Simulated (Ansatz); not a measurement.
# CdSe (P6_3mc): a single-point run

Aim: a sound single-point run of CdSe (P6_3mc). The structure is shown as the input types it.

The COD entry's cell or inner coordinates are ideal or old and differ from later refinements, so a difference from it is no clean test against experiment.

Program: Ansatz 0.2.0. Level of theory: DFT r2SCAN, scalar-relativistic, plane waves, PAW. These are calculated values, not measurements.

## (1) Starting point

Symmetry: P6_3mc, No. 186, hexagonal system. The conventional cell has a = 4.339 Å, b = 4.339 Å, c = 7.081 Å, α = 90.00°, β = 90.00°, γ = 120.00°. Around Cd (site symmetry 3m) lie 4 Se at 2.66 Å. Around Se (site symmetry 3m) lie 4 Cd at 2.66 Å.

Structure file:

```cif
data_structure
_symmetry_space_group_name_H-M 'P 1'
_symmetry_Int_Tables_number 1
_cell_length_a 4.3390
_cell_length_b 4.3390
_cell_length_c 7.0811
_cell_angle_alpha 90.000
_cell_angle_beta 90.000
_cell_angle_gamma 120.000
_cell_volume 115.45
loop_
_atom_site_label
_atom_site_type_symbol
_atom_site_fract_x
_atom_site_fract_y
_atom_site_fract_z
_atom_site_occupancy
Cd1 Cd 0.66667 0.33333 0.99967 1
Cd2 Cd 0.33333 0.66667 0.49967 1
Se1 Se 0.66667 0.33333 0.37533 1
Se2 Se 0.33333 0.66667 0.87533 1
```

## (2) The calculation

Input file input.yaml:

```yaml
crystal:
  lattice:
    - [4.339003186171, 0.0, 0.0]
    - [-2.169501593085, 3.757686986325, 0.0]
    - [0.0, 0.0, 7.0811144699]
  atoms:
    - { symbol: Cd, position: [0.6666666666667, 0.3333333333333, -0.0003349498] }
    - { symbol: Cd, position: [0.3333333333333, 0.6666666666667, 0.4996650502] }
    - { symbol: Se, position: [0.6666666666667, 0.3333333333333, 0.3753349498] }
    - { symbol: Se, position: [0.3333333333333, 0.6666666666667, 0.8753349498] }
basis:
  ecutwfc: 500
  ecutrho_ratio: 4
kpoints:
  mp_grid: { grid: [10, 10, 6] }
hamiltonian:
  xc: r2scan
scf:
  occupations: { method: gaussian, width: 2.0 }
  max_iter: 75
output:
  forces: true
  stress: true
```

Command:

```sh
$ ansatz run input.yaml --threads 4 --pin off --max-ram 7168MiB --backend cpu --events-out ev --progress --plain --runs-dir out
```

What happens when this is run?

The run converged and reported no error. Convergence says nothing about whether the input makes sense.

The suspect setting: scf.occupations.width is 2.0. A smearing this wide moves electrons out of filled levels into empty ones.

To check: set scf.occupations.width to 0.05.
